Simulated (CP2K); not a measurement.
# Al: band structure with r2SCAN

The system is Al.

```
CELL_PARAMETERS angstrom
2.72176 0.00000 0.00000
0.00000 2.72176 0.00000
0.00000 0.00000 2.72176
ATOMIC_POSITIONS crystal
Al 0.00000 0.00000 0.00000
```

The cell was built by a generator and needn't be a form met in nature.

```yaml
Program: CP2K 2026.2
Task: band structure
Functional: r2SCAN
Potentials_or_basis: POTENTIAL_UZH Al GTH-SCAN-q3; TZVP-MOLOPT-SCAN-GTH basis
Density_cutoff: 9184 eV
k_mesh: 10 × 10 × 10
Occupations: fermi-dirac, width 0.05 eV
Spin: no spin polarisation
SCF_solver: diagonalisation with k points
Quickstep_method: GPW
EPS_DEFAULT: 1.0E-9
EPS_SCF: 1.0E-6
MAX_SCF: 100
SCF_GUESS: ATOMIC
k_points_reduced_by_the_point_group: yes
Mesh_centred_on_Gamma: yes
CHOLESKY: OFF
EPS_EIGVAL: 1.0E-7
MIXING_METHOD: BROYDEN_MIXING
MIXING_ALPHA: 0.4
NBUFFER: 8
NGRIDS: 4
Basis_sets: Al TZVP-MOLOPT-SCAN-GTH-q3
Potentials: Al GTH-SCAN-q3 of POTENTIAL_UZH
ADDED_MOS: "[8]"
Points_a_segment_of_the_path_NPOINTS: 10
Bands_added_on_the_path: 6
REL_CUTOFF_Ry: 60 Ry
MIXING_BETA_1/bohr: 1.5 1/bohr
CUTOFF_of_the_grids: 675 Ry
```

```
Pressure               : -1.1 GPa
Band gap on the k mesh : none (metal or under the smearing width)
```

Levels at the corners of the path, in eV from the Fermi level:
| point | band 1 | band 2 | band 3 | band 4 |
| --- | --- | --- | --- | --- |
| Γ | -10.16 | 9.61 | 9.61 | 9.61 |
| X | -5.50 | -4.39 | 12.16 | 13.23 |
| M | -0.65 | -0.65 | -0.19 | 3.68 |
| Γ | -10.16 | 9.61 | 9.61 | 9.61 |
| R | 3.02 | 3.02 | 3.02 | 7.33 |
| X | -5.50 | -4.39 | 12.16 | 13.23 |
| M | -0.65 | -0.65 | -0.19 | 3.68 |
| R | 3.02 | 3.02 | 3.02 | 7.33 |

Run time: 26 s on 1 thread of Arm Neoverse V2 (shared host), peak memory 0.22 GiB.

Caveat: the basis of atomic orbitals isn't converged, which shifts pressures, moduli and gaps.
